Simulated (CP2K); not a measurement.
# Sb (R-3m) in CP2K: reference runs

Reference runs on Sb: the cell as given and a disturbed copy, then over a range of volumes.

All numbers are computed with CP2K 2026.2; they aren't measurements. Logs are shortened: lines on timing, memory, paths and dates and some standing lists are left out, and cuts for length are marked.

## (1) The structure

Symmetry: R-3m, No. 166, trigonal system. The conventional cell has a = 4.308 Å, b = 4.308 Å, c = 11.274 Å, α = 90.00°, β = 90.00°, γ = 120.00°. Sb (site symmetry 3m) is surrounded by 3 Sb at 2.91 Å.

## (2) Single point, PBEsol

Contents of sb_scf.inp:

```
&GLOBAL
  PROJECT sb_scf
  RUN_TYPE ENERGY_FORCE
  PRINT_LEVEL LOW
&END GLOBAL
&FORCE_EVAL
  METHOD QS
  STRESS_TENSOR ANALYTICAL
  &DFT
    BASIS_SET_FILE_NAME BASIS_MOLOPT_UZH
    POTENTIAL_FILE_NAME POTENTIAL_UZH
    &MGRID
      CUTOFF 450
      REL_CUTOFF 60
      NGRIDS 5
    &END MGRID
    &QS
      METHOD GPW
      EPS_DEFAULT 1.0E-10
    &END QS
    &KPOINTS
      SCHEME MONKHORST-PACK 8 8 8
      GAMMA_CENTERED T
      SYMMETRY T
      SYMMETRY_BACKEND SPGLIB
    &END KPOINTS
    &SCF
      SCF_GUESS ATOMIC
      EPS_SCF 1.0E-6
      MAX_SCF 100
      ADDED_MOS 10
      CHOLESKY OFF
      EPS_EIGVAL 1.0E-7
      &DIAGONALIZATION ON
        ALGORITHM STANDARD
      &END DIAGONALIZATION
      &MIXING ON
        METHOD BROYDEN_MIXING
        ALPHA 0.4
        BETA 1.5
        NBUFFER 8
      &END MIXING
      &SMEAR ON
        METHOD FERMI_DIRAC
        ELECTRONIC_TEMPERATURE 580.23
      &END SMEAR
    &END SCF
    &XC
      &XC_FUNCTIONAL
        &GGA_X_PBE_SOL
        &END GGA_X_PBE_SOL
        &GGA_C_PBE_SOL
        &END GGA_C_PBE_SOL
      &END XC_FUNCTIONAL
    &END XC
    &PRINT
      &KPOINTS ON
      &END KPOINTS
      &MULLIKEN ON
      &END MULLIKEN
      &MO ON
        ENERGIES T
        OCCUPATION_NUMBERS T
        &EACH
          QS_SCF 0
        &END EACH
        ADD_LAST NUMERIC
      &END MO
      &LOWDIN ON
      &END LOWDIN
      &HIRSHFELD ON
        SHAPE_FUNCTION DENSITY
      &END HIRSHFELD
      &E_DENSITY_CUBE ON
        STRIDE 1
      &END E_DENSITY_CUBE
      &V_HARTREE_CUBE ON
        STRIDE 1
      &END V_HARTREE_CUBE
      &ELF_CUBE ON
        STRIDE 1
      &END ELF_CUBE
    &END PRINT
  &END DFT
  &SUBSYS
    &CELL
      A 4.5066618304 0.0000000000 0.0000000000
      B 2.4472316736 3.7843173743 0.0000000000
      C 2.4472316736 1.3317864784 3.5422313258
      PERIODIC XYZ
    &END CELL
    &COORD
      SCALED
      Sb  0.7665100000 0.7665100000 0.7665100000
      Sb  0.2334900000 0.2334900000 0.2334900000
    &END COORD
    &KIND Sb
      BASIS_SET TZVP-MOLOPT-PBE-GTH-q5
      POTENTIAL GTH-PBE-q5
    &END KIND
    &PRINT
      &ATOMIC_COORDINATES ON
      &END ATOMIC_COORDINATES
      &CELL ON
      &END CELL
    &END PRINT
  &END SUBSYS
  &PRINT
    &FORCES ON
    &END FORCES
    &STRESS_TENSOR ON
    &END STRESS_TENSOR
  &END PRINT
&END FORCE_EVAL
```

Potentials or basis: POTENTIAL_UZH Sb GTH-PBE-q5; TZVP-MOLOPT-PBE-GTH basis.

Started as:

```sh
> OMP_NUM_THREADS=1 cp2k.psmp -i sb_scf.inp -o sb_scf.out
```

sb_scf.out:

```text

 CP2K| version string:                                       CP2K version 2026.2
 CP2K| Input file name                                                sb_scf.inp

 GLOBAL| Force Environment number                                              1
 GLOBAL| Basis set file name                                    BASIS_MOLOPT_UZH
 GLOBAL| Potential file name                                       POTENTIAL_UZH
 GLOBAL| MM Potential file name                                     MM_POTENTIAL
 GLOBAL| Coordinate file name                                      __STD_INPUT__
 GLOBAL| Method name                                                        CP2K
 GLOBAL| Project name                                                     sb_scf
 GLOBAL| Run type                                                   ENERGY_FORCE
 GLOBAL| FFT library                                                       FFTW3
[... 8 lines left out ...]
 GLOBAL| CPU model name                                                  UNKNOWN

 CELL| Volume [angstrom^3]:                                            60.411475
 CELL| Vector a [angstrom]:       4.507     0.000     0.000   |a| =     4.506662
 CELL| Vector b [angstrom]:       2.447     3.784     0.000   |b| =     4.506662
 CELL| Vector c [angstrom]:       2.447     1.332     3.542   |c| =     4.506662
 CELL| Angle (b,c), alpha [degree]:                                    57.110173
 CELL| Angle (a,c), beta  [degree]:                                    57.110173
 CELL| Angle (a,b), gamma [degree]:                                    57.110173
 CELL| Numerically orthorhombic:                                              NO
 CELL| Periodicity                                                           XYZ

 CELL_REF| Volume [angstrom^3]:                                        60.411475
 CELL_REF| Vector a [angstrom     4.507     0.000     0.000   |a| =     4.506662
 CELL_REF| Vector b [angstrom     2.447     3.784     0.000   |b| =     4.506662
 CELL_REF| Vector c [angstrom     2.447     1.332     3.542   |c| =     4.506662
 CELL_REF| Angle (b,c), alpha [degree]:                                57.110173
 CELL_REF| Angle (a,c), beta  [degree]:                                57.110173
 CELL_REF| Angle (a,b), gamma [degree]:                                57.110173
 CELL_REF| Numerically orthorhombic:                                          NO
 CELL_REF| Periodicity                                                       XYZ
[... 9 lines left out ...]
 TOTAL NUMBERS AND MAXIMUM NUMBERS

  Total number of            - Atomic kinds:                                   1
                             - Atoms:                                          2
                             - Shell sets:                                     2
                             - Shells:                                        14
                             - Primitive Cartesian functions:                  8
                             - Cartesian basis functions:                     36
                             - Spherical basis functions:                     34

  Maximum angular momentum of- Orbital basis functions:                        2
                             - Local part of the GTH pseudopotential:          0
                             - Non-local part of the GTH pseudopotential:      4

 MODULE QUICKSTEP: ATOMIC COORDINATES IN ANGSTROM

   Atom Kind Element         X             Y             Z       Z(eff)     Mass
      1    1 Sb   51      7.206056      3.921545      2.715156   5.0000 121.7600
      2    1 Sb   51      2.195069      1.194559      0.827076   5.0000 121.7600

 SCF PARAMETERS         Density guess:                                    ATOMIC
                        --------------------------------------------------------
                        max_scf:                                             100
[... 7 lines left out ...]
                        --------------------------------------------------------
                        level_shift [a.u.]:                             0.000000
                        added MOs                                        10    0
                        --------------------------------------------------------
                        Mixing method:                            BROYDEN_MIXING
[... 11 lines left out ...]
 *******************************************************************************
 BRILLOUIN| K-point scheme                                        Monkhorst-Pack
 BRILLOUIN| K-Point grid                                             8    8    8
 BRILLOUIN| Gamma-centered k-point mesh                                     ON
 BRILLOUIN| K-point symmetry accuracy                               0.100000E-05
 BRILLOUIN| K-Point point group symmetrization                                ON
 BRILLOUIN| Symmetry backend                                             SPGLIB
 BRILLOUIN| Symmetry reduction method                                    SPGLIB
[... 59 lines left out ...]
     1 NoMix/Diag. 0.40E+00    1.0     0.45332000       -11.1421740128 -1.11E+01
     2 Broy./Diag. 0.40E+00    0.9     0.00543381       -11.1646042101 -2.24E-02
     3 Broy./Diag. 0.40E+00    0.9     0.01736830       -11.0724754266  9.21E-02
     4 Broy./Diag. 0.40E+00    0.9     0.00083092       -11.0549449954  1.75E-02
     5 Broy./Diag. 0.40E+00    0.9     0.00115582       -11.0438474139  1.11E-02
     6 Broy./Diag. 0.40E+00    0.9     0.00017982       -11.0421555440  1.69E-03
     7 Broy./Diag. 0.40E+00    0.9     0.00010135       -11.0417499281  4.06E-04
     8 Broy./Diag. 0.40E+00    0.9     0.00006441       -11.0417039043  4.60E-05
     9 Broy./Diag. 0.40E+00    0.9     0.00000549       -11.0416982175  5.69E-06
    10 Broy./Diag. 0.40E+00    0.9     0.00000771       -11.0417069090 -8.69E-06
    11 Broy./Diag. 0.40E+00    0.9     0.00000335       -11.0417141896 -7.28E-06
    12 Broy./Diag. 0.40E+00    0.9     0.00000233       -11.0417171348 -2.95E-06
    13 Broy./Diag. 0.40E+00    0.9     0.00000043       -11.0417188321 -1.70E-06

  *** SCF run converged in    13 steps ***

  Electronic density on regular grids:        -10.0000000000        0.0000000000
  Core density on regular grids:                9.9999999966       -0.0000000034
  Total charge density on r-space grids:       -0.0000000034
  Total charge density g-space grids:          -0.0000000034

  Overlap energy of the core charge distribution:               0.00000000061472
  Self energy of the core charge distribution:                -23.90634660419109
  Core Hamiltonian energy:                                      4.89289648005155
  Hartree energy:                                              10.74733347060925
  Exchange-correlation energy:                                 -2.77548985739390
  Electronic entropic energy:                                  -0.00011232217066
  Fermi energy:                                                 0.20386704618694

  Total energy:                                               -11.04171883207742
  Total energy (extrapolated to T->0):                        -11.04166267099209

 MO| EIGENVALUES AND OCCUPATION NUMBERS FOR K POINT 1
 MO|
 MO|  Index      Eigenvalue [a.u.]        Eigenvalue [eV]             Occupation
 MO|      1              -0.224944              -6.121048               2.000000
 MO|      2              -0.105666              -2.875323               2.000000
 MO|      3               0.146635               3.990146               2.000000
 MO|      4               0.146635               3.990147               2.000000
 MO|      5               0.179955               4.896820               1.999996
 MO|      6               0.218115               5.935223               0.000857
 MO|      7               0.218116               5.935225               0.000857
 MO|      8               0.250486               6.816075               0.000000
 MO|      9               0.456063              12.410101               0.000000
 MO|     10               0.507029              13.796959               0.000000
 MO|     11               0.507029              13.796965               0.000000
 MO|     12               0.602005              16.381389               0.000000
 MO|     13               0.677216              18.427975               0.000000
[... 269 lines left out ...]
 MO|      4               0.059327               1.614360               2.000000
 MO|      5               0.178553               4.858671               1.999998
 MO|      6               0.222185               6.045967               0.000094
 MO|      7               0.342951               9.332173               0.000000
 MO|      8               0.390755              10.632977               0.000000
 MO|      9               0.439255              11.952733               0.000000
 MO|     10               0.458288              12.470658               0.000000
 MO|     11               0.585505              15.932414               0.000000
 MO|     12               0.629404              17.126953               0.000000
 MO|     13               0.688381              18.731787               0.000000
 MO|     14               0.711555              19.362403               0.000000
 MO|     15               0.753026              20.490886               0.000000
 MO| Sum:                                                              10.000092
 MO| E(Fermi):            0.203867 a.u.          5.547504 eV

 [... the levels of further k-points ...]

 The electron density is written in Cube    file format to the file:

 sb_scf-ELECTRON_DENSITY-1_0.cube

 !-----------------------------------------------------------------------------!
                     Mulliken Population Analysis

 #  Atom  Element  Kind  Atomic population                           Net charge
       1     Sb       1          5.000000                             -0.000000
       2     Sb       1          5.000000                              0.000000
 # Total charge                             10.000000                  0.000000

 !-----------------------------------------------------------------------------!

 !-----------------------------------------------------------------------------!
                           Hirshfeld Charges

  #Atom  Element  Kind  Ref Charge     Population                    Net charge
      1       Sb     1       5.000          5.000                        -0.000
      2       Sb     1       5.000          5.000                        -0.000

  Total Charge                                                           -0.000
 !-----------------------------------------------------------------------------!

 LOWDIN POPULATION ANALYSIS

 #  Atom  Element  Kind  Atomic population                           Net charge
       1     Sb       1          5.000000                              0.000000
       2     Sb       1          5.000000                             -0.000000
 # Total charge                             10.000000                  0.000000

               ----- ELF is computed on the real space grid -----

 ELF is written in Cube    file format to the file:

 sb_scf-ELF_S1-1_0.cube

 ENERGY| Total FORCE_EVAL ( QS ) energy [hartree]            -11.041719597049061

 FORCES| Atomic forces [hartree/bohr]
 FORCES|   Atom     x               y               z               |f|
 FORCES|      1 -5.17351501E-03 -2.81542607E-03 -1.94930981E-03   6.20416717E-03
 FORCES|      2  5.17351502E-03  2.81542607E-03  1.94930981E-03   6.20416717E-03
 FORCES| Sum     4.40109060E-12  3.27861349E-12  1.62508895E-12
 FORCES| Total atomic force                                       5.72361940E-12

 STRESS| Analytical stress tensor [bar]
 STRESS|                        x                   y                   z
 STRESS|      x        2.23746615533E+04  -2.87169379626E+03  -1.98829365863E+03
 STRESS|      y       -2.87169379626E+03   2.60884994870E+04  -1.08196974441E+03
 STRESS|      z       -1.98829365863E+03  -1.08196974441E+03   2.69020347272E+04
 STRESS| 1/3 Trace                                             2.51217319225E+04
 STRESS| Determinant                                           1.53397562783E+13

 STRESS| Eigenvectors and eigenvalues of the analytical stress tensor [bar]
 STRESS|                        1                   2                   3
 STRESS| Eigenvalues   2.00626342355E+04   2.76511725970E+04   2.76513889350E+04
 STRESS|      x           0.833867535849     -0.023710787018     -0.551455103554
 STRESS|      y           0.453805892349     -0.539273666572      0.709397014803
 STRESS|      z           0.314205577173      0.841796716031      0.438922708632
```

Wall time 16 s (1 thread of Arm Neoverse V2, shared host); peak memory 0.3 GiB.

What came out:

```yaml
Free_energy: -300.4605 eV
Pressure: 2.5 GPa
Largest_force: 0.319 eV/Å
Band_gap_on_the_k_mesh: none (metal or under the smearing width)
```

Forces in eV/Å, atoms in the order of the input:
```
Sb  -0.266 -0.145 -0.100
Sb   0.266  0.145  0.100
```

Caveat: the potentials were made for another functional, which shifts forces and pressure; the basis of atomic orbitals isn't converged, which shifts pressures, moduli and gaps.

## (3) Single point, PBEsol, 30.21 Å³/atom

Contents of sb_eos.inp:

```
&GLOBAL
  PROJECT sb_eos
  RUN_TYPE ENERGY_FORCE
  PRINT_LEVEL LOW
&END GLOBAL
&FORCE_EVAL
  METHOD QS
  STRESS_TENSOR ANALYTICAL
  &DFT
    BASIS_SET_FILE_NAME BASIS_MOLOPT_UZH
    POTENTIAL_FILE_NAME POTENTIAL_UZH
    &MGRID
      CUTOFF 450
      REL_CUTOFF 60
      NGRIDS 5
    &END MGRID
    &QS
      METHOD GPW
      EPS_DEFAULT 1.0E-10
    &END QS
    &KPOINTS
      SCHEME MONKHORST-PACK 8 8 8
      GAMMA_CENTERED T
      SYMMETRY T
      SYMMETRY_BACKEND SPGLIB
    &END KPOINTS
    &SCF
      SCF_GUESS ATOMIC
      EPS_SCF 1.0E-6
      MAX_SCF 100
      ADDED_MOS 10
      CHOLESKY OFF
      EPS_EIGVAL 1.0E-7
      &DIAGONALIZATION ON
        ALGORITHM STANDARD
      &END DIAGONALIZATION
      &MIXING ON
        METHOD BROYDEN_MIXING
        ALPHA 0.4
        BETA 1.5
        NBUFFER 8
      &END MIXING
      &SMEAR ON
        METHOD FERMI_DIRAC
        ELECTRONIC_TEMPERATURE [K] 580.226
      &END SMEAR
    &END SCF
    &XC
      &XC_FUNCTIONAL
        &GGA_X_PBE_SOL
        &END GGA_X_PBE_SOL
        &GGA_C_PBE_SOL
        &END GGA_C_PBE_SOL
      &END XC_FUNCTIONAL
    &END XC
    &PRINT
      &KPOINTS ON
      &END KPOINTS
      &MULLIKEN ON
      &END MULLIKEN
      &MO ON
        ENERGIES T
        OCCUPATION_NUMBERS T
        &EACH
          QS_SCF 0
        &END EACH
        ADD_LAST NUMERIC
      &END MO
    &END PRINT
  &END DFT
  &SUBSYS
    &CELL
      A 4.5066618304 0.0000000000 0.0000000000
      B 2.4472316736 3.7843173743 0.0000000000
      C 2.4472316736 1.3317864784 3.5422313258
      PERIODIC XYZ
    &END CELL
    &COORD
      SCALED
      Sb  0.7665100000 0.7665100000 0.7665100000
      Sb  0.2334900000 0.2334900000 0.2334900000
    &END COORD
    &KIND Sb
      BASIS_SET TZVP-MOLOPT-PBE-GTH-q5
      POTENTIAL GTH-PBE-q5
    &END KIND
    &PRINT
      &ATOMIC_COORDINATES ON
      &END ATOMIC_COORDINATES
      &CELL ON
      &END CELL
      &SYMMETRY ON
      &END SYMMETRY
    &END PRINT
  &END SUBSYS
  &PRINT
    &FORCES ON
    &END FORCES
    &STRESS_TENSOR ON
    &END STRESS_TENSOR
  &END PRINT
&END FORCE_EVAL
```

Potentials or basis: POTENTIAL_UZH Sb GTH-PBE-q5; TZVP-MOLOPT-PBE-GTH basis.

Started as:

```sh
> OMP_NUM_THREADS=1 cp2k.psmp -i sb_eos.inp -o sb_eos.out
```

It took 14 s on 1 thread of Arm Neoverse V2, shared host; peak memory 0.3 GiB.

Results (log left out):

| Property | Result |
| --- | --- |
| Free energy | -300.4605 eV |
| Pressure | 2.5 GPa |
| Largest force | 0.319 eV/Å |
| Band gap on the k mesh | none (metal or under the smearing width) |

Caveat: the potentials were made for another functional, which shifts forces and pressure; the basis of atomic orbitals isn't converged, which shifts pressures, moduli and gaps.

## (4) Single point, PBEsol, 29.60 Å³/atom (volume scaled by 0.98)

Edit sb_eos.inp of step 3 so:

```diff
@@ -11,2 +11,3 @@
     POTENTIAL_FILE_NAME POTENTIAL_UZH
+    WFN_RESTART_FILE_NAME previous-RESTART.kp
     &MGRID
@@ -27,3 +28,3 @@
     &SCF
-      SCF_GUESS ATOMIC
+      SCF_GUESS RESTART
       EPS_SCF 1.0E-6
@@ -72,5 +73,5 @@
     &CELL
-      A 4.5066618304 0.0000000000 0.0000000000
-      B 2.4472316736 3.7843173743 0.0000000000
-      C 2.4472316736 1.3317864784 3.5422313258
+      A 4.4764148665 0.0000000000 0.0000000000
+      B 2.4308068051 3.7589185058 0.0000000000
+      C 2.4308068051 1.3228480448 3.5184572449
       PERIODIC XYZ
```

Started as:

```sh
> OMP_NUM_THREADS=1 cp2k.psmp -i sb_eos.inp -o sb_eos.out
```

Run time: 12 s. Hardware: 1 thread of Arm Neoverse V2, shared host; peak memory 0.29 GiB.

The run converged. Its results:

- Free energy: -300.4365 eV
- Pressure: 3.9 GPa
- Largest force: 0.433 eV/Å
- Band gap on the k mesh: none (metal or under the smearing width)

Caveat: the potentials were made for another functional, which shifts forces and pressure; the basis of atomic orbitals isn't converged, which shifts pressures, moduli and gaps.

## (5) Single point, PBEsol, 30.81 Å³/atom (volume scaled by 1.02)

Edit sb_eos.inp of step 4 so:

```diff
@@ -73,5 +73,5 @@
     &CELL
-      A 4.4764148665 0.0000000000 0.0000000000
-      B 2.4308068051 3.7589185058 0.0000000000
-      C 2.4308068051 1.3228480448 3.5184572449
+      A 4.5365081428 0.0000000000 0.0000000000
+      B 2.4634389782 3.8093798092 0.0000000000
+      C 2.4634389782 1.3406065134 3.5656904951
       PERIODIC XYZ
```

Started as:

```sh
> OMP_NUM_THREADS=1 cp2k.psmp -i sb_eos.inp -o sb_eos.out
```

Run time: 11 s. Hardware: 1 thread of Arm Neoverse V2, shared host; peak memory 0.29 GiB.

The run converged. Its results:

```yaml
Free_energy: -300.4747 eV
Pressure: 1.3 GPa
Largest_force: 0.212 eV/Å
Band_gap_on_the_k_mesh: none (metal or under the smearing width)
```

Caveat: the potentials were made for another functional, which shifts forces and pressure; the basis of atomic orbitals isn't converged, which shifts pressures, moduli and gaps.

## (6) Single point, PBEsol, 29.00 Å³/atom (volume scaled by 0.96)

Edit sb_eos.inp of step 5 so:

```diff
@@ -73,5 +73,5 @@
     &CELL
-      A 4.5365081428 0.0000000000 0.0000000000
-      B 2.4634389782 3.8093798092 0.0000000000
-      C 2.4634389782 1.3406065134 3.5656904951
+      A 4.4457535284 0.0000000000 0.0000000000
+      B 2.4141569208 3.7331716806 0.0000000000
+      C 2.4141569208 1.3137871574 3.4943574663
       PERIODIC XYZ
```

Potentials or basis: POTENTIAL_UZH Sb GTH-PBE-q5; TZVP-MOLOPT-PBE-GTH basis.

Started as:

```sh
> OMP_NUM_THREADS=1 cp2k.psmp -i sb_eos.inp -o sb_eos.out
```

Wall time 13 s (1 thread of Arm Neoverse V2, shared host); peak memory 0.29 GiB.

The run converged. Its results:

| Quantity | Value |
| --- | --- |
| Free energy | -300.4016 eV |
| Pressure | 5.4 GPa |
| Largest force | 0.555 eV/Å |
| Band gap on the k mesh | none (metal or under the smearing width) |

Caveat: the potentials were made for another functional, which shifts forces and pressure; the basis of atomic orbitals isn't converged, which shifts pressures, moduli and gaps.

(Part 1 of 3 ends here.)
